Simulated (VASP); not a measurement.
# F2CH2 in VASP: settings compared

Aim: see how the results for F2CH2 move with the level of theory and the settings. Levels: PBE, PBE+TS. Tasks: single point, relaxation of the atoms, atomic charges.

Program: VASP 6.6.1. These are calculated values, not measurements. Logs are shortened: lines on timing, memory, paths and dates and some standing lists are left out, and cuts for length are marked.

### 1 Starting point

The cell holds a molecule in a box, 5 atoms: a = 12.000 Å, b = 11.000 Å, c = 11.000 Å, α = 90.00°, β = 90.00°, γ = 90.00°.

### 2 Single point, PBE (atoms moved at random, drawn with an rms of 0.05 Å)

INCAR

```
SYSTEM = H2CF2
PREC = Accurate
ENCUT = 520
EDIFF = 1E-7
ISMEAR = 0
SIGMA = 0.01
LREAL = .FALSE.
LASPH = .TRUE.
NELM = 60
ALGO = Normal
ISIF = 2
LWAVE = .FALSE.
LCHARG = .FALSE.
GGA = PE
```

KPOINTS

```
Automatic mesh
0
G
  1 1 1
  0 0 0
```

POSCAR

```
H2CF2
1.0
   12.0000000000      0.0000000000      0.0000000000
    0.0000000000     11.0000000000      0.0000000000
    0.0000000000      0.0000000000     11.0000000000
F C H
2 1 2
Direct
    0.4108510000      0.5267210000      0.5629180000
    0.5919000000      0.4895980000      0.5677860000
    0.5021150000      0.5040740000      0.5046980000
    0.4911420000      0.4148930000      0.4436770000
    0.5154600000      0.5826410000      0.4435160000
```

Potentials or basis: VASP PAW PBE potentials, release 64 (F, C, H).

Launch:

```
$ cat potpaw_PBE.64/F/POTCAR potpaw_PBE.64/C/POTCAR potpaw_PBE.64/H/POTCAR > POTCAR
$ mpirun -np 1 vasp_gam > vasp.out
```

OUTCAR:

```text
SYSTEM = H2CF2
   PREC = Accurate
   ENCUT = 520
   EDIFF = 1E-7
   ISMEAR = 0
   LREAL = .FALSE.
   LASPH = .TRUE.
   NELM = 60
   ISIF = 2
   GGA = PE

 ion  position               nearest neighbor table
   1  0.411  0.527  0.563-   3 1.29
   2  0.592  0.490  0.568-   3 1.29
   3  0.502  0.504  0.505-   5 1.11   4 1.20   2 1.29   1 1.29
   4  0.491  0.415  0.444-   3 1.20
   5  0.515  0.583  0.444-   3 1.11

  LATTYP: Found a simple tetragonal cell.
 ALAT       =    11.0000000000
 C/A-ratio  =     1.0909090909

  Lattice vectors:

 A1 = (   0.0000000000,  11.0000000000,   0.0000000000)
 A2 = (   0.0000000000,   0.0000000000,  11.0000000000)
 A3 = (  12.0000000000,   0.0000000000,   0.0000000000)

Analysis of symmetry for initial positions (statically):
=====================================================================
 Subroutine PRICEL returns:
 Original cell was already a primitive cell.

 Routine SETGRP: Setting up the symmetry group for a
 simple tetragonal supercell.

 Subroutine GETGRP returns: Found  1 space group operations
 (whereof  1 operations were pure point group operations)
 out of a pool of 16 trial point group operations.

The static configuration has the point symmetry C_1 .

Analysis of symmetry for dynamics (positions and initial velocities):
=====================================================================
 Subroutine PRICEL returns:
 Original cell was already a primitive cell.

 Routine SETGRP: Setting up the symmetry group for a
 simple tetragonal supercell.

 Subroutine GETGRP returns: Found  1 space group operations
 (whereof  1 operations were pure point group operations)
 out of a pool of 16 trial point group operations.

The dynamic configuration has the point symmetry C_1 .

 Subroutine INISYM returns: Found  1 space group operations
 (whereof  1 operations are pure point group operations),
 and found     1 'primitive' translations

----------------------------------------------------------------------------------------

                                     Primitive cell

  volume of cell :    1452.0000

  direct lattice vectors                    reciprocal lattice vectors
    12.000000000  0.000000000  0.000000000     0.083333333  0.000000000  0.000000000
     0.000000000 11.000000000  0.000000000     0.000000000  0.090909091  0.000000000
[... 72 lines left out ...]
   NFREE  =      0    steps in history (QN), initial steepest desc. (CG)
   ISIF   =      2    stress and relaxation
   ISYM   =      2    0-nonsym 1-usesym 2-fastsym
   POTIM  = 0.5000    time-step for ionic-motion
   TEBEG  =    0.0;   TEEND  =   0.0 temperature during run
   PSTRESS=    0.0 pullay stress
   NELECT =      20.0000    total number of electrons
   NUPDOWN=      -1.0000    fix difference up-down
   EMIN   =  10.00;   EMAX   =-10.00  energy-range for DOS
   EFERMI =   0.00;   METHOD = LEGACY
   ISMEAR =     0;   SIGMA  =   0.01  broadening in eV -4-tet -1-fermi 0-gaus
   EFERMI_NEDOS =   21; number of points for ismear=-14 and -15
   IALGO  =     38    algorithm
   IMIX   =      4    mixing-type and parameters
     AMIX     =   0.40;   BMIX     =  1.00
     AMIX_MAG =   1.60;   BMIX_MAG =  1.00
  volume/ion in A,a.u.               =     290.40      1959.72
  Fermi-wavevector in a.u.,A,eV,Ry     =   0.392430  0.741586  2.095319  0.154002
  Thomas-Fermi vector in A             =   1.335781
   LORBIT       =      0    0 simple, 1 ext, 2 COOP (PROOUT), +10 PAW based schemes
   GGA     = PE    functional components
   LHFCALC =     F    Hartree Fock is set to
   AEXX    =    0.0000 exact exchange contribution
   IVDW    =     0    specifies the selected vdW correction
   LEPSILON=     F    determine dielectric tensor
   LRPA    =     F    only Hartree local field effects (RPA)
 non-spin polarized calculation
 Gauss-broadening in eV      SIGMA  =   0.01
  energy-cutoff  :      520.00
  volume of cell :     1452.00
 maximum number of plane-waves:     19579
 NGX is ok and might be reduce to    90
   NGX = 45   NGY = 41   NGZ = 41

 number of electron      20.0000005 magnetization

 Free energy of the ion-electron system (eV)
  ---------------------------------------------------
  ext. energy  EPLUGINS =         0.00000000
  ---------------------------------------------------
  free energy    TOTEN  =       -23.88213148 eV

  energy without entropy =      -23.88213148  energy(sigma->0) =      -23.88213148

 E-fermi :  -7.3560     XC(G=0):  -0.5800

 val. band max:       -7.4170500086   @ k =   0.0000   0.0000   0.0000
 cond. band min:      -0.4293279377   @ k =   0.0000   0.0000   0.0000
 fundamental gap:      6.9877220710
 Fermi energy:        -7.3559771453

 k-point     1 :       0.0000    0.0000    0.0000
  band No.  band energies     occupation
      1     -32.4451      2.00000
      2     -30.9695      2.00000
      3     -17.1533      2.00000
      4     -13.9916      2.00000
      5     -13.7377      2.00000
      6     -13.5023      2.00000
      7     -10.3799      2.00000
      8     -10.0391      2.00000
      9      -9.6441      2.00000
     10      -7.4171      2.00000
     11      -0.4293      0.00000
     12       0.5037      0.00000
     13       0.5711      0.00000
     14       0.6322      0.00000

------------------------ aborting loop because EDIFF is reached ----------------------------------------

  FORCE on cell =-STRESS in cart. coord.  units (eV):
  Direction    XX          YY          ZZ          XY          YZ          ZX
  --------------------------------------------------------------------------------------
  -------------------------------------------------------------------------------------
  Total        5.8540048     -1.4698700      3.0367476     -1.0176951     -1.1112499      0.0190110
  in kB        6.4594723     -1.6218956      3.3508321     -1.1229532     -1.2261842      0.0209772
  external PRESSURE =       2.7294696 kB  Pullay stress =       0.0000000 kB

 VOLUME and BASIS-vectors are now :
 -----------------------------------------------------------------------------
  energy-cutoff  :      520.00
  volume of cell :     1452.00
      direct lattice vectors                 reciprocal lattice vectors
    12.000000000  0.000000000  0.000000000     0.083333333  0.000000000  0.000000000
     0.000000000 11.000000000  0.000000000     0.000000000  0.090909091  0.000000000
     0.000000000  0.000000000 11.000000000     0.000000000  0.000000000  0.090909091

 POSITION                                       TOTAL-FORCE (eV/Angst)
 -----------------------------------------------------------------------------------
      4.93021      5.79393      6.19210        -2.782963      0.315275      2.748196
      7.10280      5.38558      6.24565         2.705358     -0.436095      2.984441
      6.02538      5.54481      5.55168        -0.036778     -1.379876     -6.715238
      5.89370      4.56382      4.88045        -0.004580      1.507906      1.175092
      6.18552      6.40905      4.87868         0.118964     -0.007211     -0.192492
 -----------------------------------------------------------------------------------
    total drift:                               -0.001184      0.001597      0.000694

  FREE ENERGIE OF THE ION-ELECTRON SYSTEM (eV)
  ---------------------------------------------------
  free  energy   TOTEN  =       -23.8821314784 eV

  energy  without entropy=      -23.8821314784  energy(sigma->0) =      -23.88213148
```

It took 49 s on 1 thread of AMD EPYC 9R45 (Zen 5), shared host; peak memory 0.96 GiB.

Results:

```yaml
Free_energy: -23.8821 eV
Largest_force: 6.856 eV/Å
Gap_between_the_frontier_levels: 6.99 eV
```

Forces on the atoms (eV/Å):
```
F   -2.783  0.315  2.748
F    2.705 -0.436  2.984
C   -0.037 -1.380 -6.715
H   -0.005  1.508  1.175
H    0.119 -0.007 -0.192
```

Levels at points of the mesh, in eV from the valence-band top:
```csv
k point,band 7,band 8,band 9,band 10,band 11,band 12,band 13,band 14
"(0.00, 0.00, 0.00)",-2.96,-2.62,-2.23,0.00,6.99,7.92,7.99,8.05
```

### 3 Relaxation of the atoms, PBE (atoms moved at random, drawn with an rms of 0.02 Å)

INCAR

```
SYSTEM = H2CF2
  PREC = Accurate
  ENCUT = 520
  EDIFF = 1E-7
  ISMEAR = 0
  SIGMA = 0.01
  LREAL = .False.
  LASPH = .True.
  NELM = 80
  ALGO = Fast
  ISIF = 2
  LWAVE = .False.
  LCHARG = .False.
  GGA = PE
  IBRION = 2
  NSW = 60
  EDIFFG = -0.005
```

KPOINTS

```
regular mesh
0
Gamma
  1 1 1
  0 0 0
```

POSCAR

```
H2CF2
1.0
   12.0000000000      0.0000000000      0.0000000000
    0.0000000000     11.0000000000      0.0000000000
    0.0000000000      0.0000000000     11.0000000000
F C H
2 1 2
Direct
    0.4119970000      0.5229430000      0.5663630000
    0.5914890000      0.4900020000      0.5666370000
    0.5021210000      0.5042270000      0.4965060000
    0.4899480000      0.4213230000      0.4437270000
    0.5125810000      0.5846720000      0.4384530000
```

Potentials or basis: VASP PAW PBE potentials, release 64 (F, C, H).

Launch:

```
$ cat potpaw_PBE.64/F/POTCAR potpaw_PBE.64/C/POTCAR potpaw_PBE.64/H/POTCAR > POTCAR
$ mpirun -np 1 vasp_gam > vasp.out
```

OUTCAR:

```text
SYSTEM = H2CF2
   PREC = Accurate
   ENCUT = 520
   EDIFF = 1E-7
   ISMEAR = 0
   LREAL = .False.
   LASPH = .True.
   NELM = 80
   ISIF = 2
   GGA = PE
   IBRION = 2
   NSW = 60
   EDIFFG = -0.005

 ion  position               nearest neighbor table
   1  0.412  0.523  0.566-   3 1.34
   2  0.591  0.490  0.567-   3 1.33
   3  0.502  0.504  0.497-   4 1.09   5 1.10   2 1.33   1 1.34
   4  0.490  0.421  0.444-   3 1.09
   5  0.513  0.585  0.438-   3 1.10

  LATTYP: Found a simple tetragonal cell.
 ALAT       =    11.0000000000
 C/A-ratio  =     1.0909090909

  Lattice vectors:

 A1 = (   0.0000000000,  11.0000000000,   0.0000000000)
 A2 = (   0.0000000000,   0.0000000000,  11.0000000000)
 A3 = (  12.0000000000,   0.0000000000,   0.0000000000)

Analysis of symmetry for initial positions (statically):
=====================================================================
 Subroutine PRICEL returns:
 Original cell was already a primitive cell.

 Routine SETGRP: Setting up the symmetry group for a
 simple tetragonal supercell.

 Subroutine GETGRP returns: Found  1 space group operations
[... 156 lines left out ...]
  Direction    XX          YY          ZZ          XY          YZ          ZX
  --------------------------------------------------------------------------------------
  -------------------------------------------------------------------------------------
  Total        3.0728151      0.3445906      1.7802707     -0.3057122      0.1292536      0.2040265
  in kB        3.3906300      0.3802309      1.9644004     -0.3373314      0.1426220      0.2251286
  external PRESSURE =       1.9117538 kB  Pullay stress =       0.0000000 kB
[... 98 lines left out ...]
  FREE ENERGIE OF THE ION-ELECTRON SYSTEM (eV)
  ---------------------------------------------------
  free  energy   TOTEN  =       -24.3964834168 eV

  energy  without entropy=      -24.3964834168  energy(sigma->0) =      -24.39648342

[... ionic steps 4 to 11 ...]

--------------------------------------- Ionic step       12  -------------------------------------------

 number of electron      19.9999997 magnetization

------------------------ aborting loop because EDIFF is reached ----------------------------------------
[... 73 lines left out ...]
--------------------------------------- Ionic step       14  -------------------------------------------

 number of electron      19.9999997 magnetization

 Free energy of the ion-electron system (eV)
  ---------------------------------------------------
  ext. energy  EPLUGINS =         0.00000000
  ---------------------------------------------------
  free energy    TOTEN  =       -24.40594773 eV

  energy without entropy =      -24.40594773  energy(sigma->0) =      -24.40594773

 E-fermi :  -8.0261     XC(G=0):  -0.5746

 val. band max:       -8.0911045189   @ k =   0.0000   0.0000   0.0000
 cond. band min:      -0.4279684489   @ k =   0.0000   0.0000   0.0000
 fundamental gap:      7.6631360700
 Fermi energy:        -8.0261201074

 k-point     1 :       0.0000    0.0000    0.0000
  band No.  band energies     occupation
      1     -31.2312      2.00000
      2     -29.8421      2.00000
      3     -17.4151      2.00000
      4     -13.2134      2.00000
      5     -13.1688      2.00000
      6     -13.1383      2.00000
      7      -9.8064      2.00000
      8      -9.7676      2.00000
      9      -9.3870      2.00000
     10      -8.0911      2.00000
     11      -0.4280      0.00000
     12       0.2721      0.00000
     13       0.4518      0.00000
     14       0.6330      0.00000
[... 30 lines left out ...]
  FREE ENERGIE OF THE ION-ELECTRON SYSTEM (eV)
  ---------------------------------------------------
  free  energy   TOTEN  =       -24.4059477341 eV

  energy  without entropy=      -24.4059477341  energy(sigma->0) =      -24.40594773

 reached required accuracy - stopping structural energy minimisation
```

CONTCAR:

```text
H2CF2
   1.00000000000000
    12.0000000000000000    0.0000000000000000    0.0000000000000000
     0.0000000000000000   11.0000000000000000    0.0000000000000000
     0.0000000000000000    0.0000000000000000   11.0000000000000000
  F               C               H
     2     1     2
Direct
     0.4097020821843876    0.5227901126837358    0.5679456195490914
     0.5939946460154876    0.4903741796003498    0.5681562855695631
     0.5015982499905366    0.5044059861579862    0.4947498917890268
     0.4891790596749971    0.4200166973195129    0.4429174236623398
     0.5136619621345911    0.5855800242384092    0.4379167794299831

  0.00000000E+00  0.00000000E+00  0.00000000E+00
  0.00000000E+00  0.00000000E+00  0.00000000E+00
  0.00000000E+00  0.00000000E+00  0.00000000E+00
  0.00000000E+00  0.00000000E+00  0.00000000E+00
  0.00000000E+00  0.00000000E+00  0.00000000E+00
```

It took 6 min on 1 thread of AMD EPYC 9R45 (Zen 5), shared host; peak memory 1.2 GiB.

Results:

- Free energy: -24.4059 eV
- Energy gained by relaxing: 16.4 meV/atom
- Ionic steps: 14
- Largest force after relaxing: 0.005 eV/Å
- Gap between the frontier levels: 7.66 eV

Forces on the atoms (eV/Å):
```
F    0.000 -0.001  0.000
F   -0.001  0.000  0.001
C    0.001  0.002 -0.004
H    0.000  0.003  0.002
H   -0.001 -0.003  0.002
```

The path:
| step | energy change (eV) | largest force (eV/Å) | pressure (GPa) |
| --- | --- | --- | --- |
| 1 | 0.0000 | 2.0222 | 0.19 |
| 2 | 0.2580 | 4.7994 | -0.21 |
| 3 | -0.0726 | 0.5269 | 0.04 |
| 4 | -0.0740 | 0.4832 | -0.07 |
| 5 | -0.0814 | 0.0766 | -0.02 |
| 6 | -0.0818 | 0.0463 | -0.02 |
| 7 | -0.0819 | 0.0886 | -0.01 |
| 8 | -0.0821 | 0.0239 | -0.01 |
| 9 | -0.0821 | 0.0315 | -0.01 |
| 10 | -0.0821 | 0.0213 | -0.01 |
| 11 | -0.0821 | 0.0113 | -0.01 |
| 12 | -0.0821 | 0.0126 | -0.01 |
| 13 | -0.0821 | 0.0074 | -0.01 |
| 14 | -0.0821 | 0.0049 | -0.01 |

Final structure:
```cif
data_structure
_symmetry_space_group_name_H-M 'P 1'
_symmetry_Int_Tables_number 1
_cell_length_a 12.0000
_cell_length_b 11.0000
_cell_length_c 11.0000
_cell_angle_alpha 90.000
_cell_angle_beta 90.000
_cell_angle_gamma 90.000
_cell_volume 1452.00
loop_
_atom_site_label
_atom_site_type_symbol
_atom_site_fract_x
_atom_site_fract_y
_atom_site_fract_z
_atom_site_occupancy
F1 F 0.40970 0.52279 0.56795 1
F2 F 0.59399 0.49037 0.56816 1
C1 C 0.50160 0.50441 0.49475 1
H1 H 0.48918 0.42002 0.44292 1
H2 H 0.51366 0.58558 0.43792 1
```

(Part 1 of 2 ends here.)
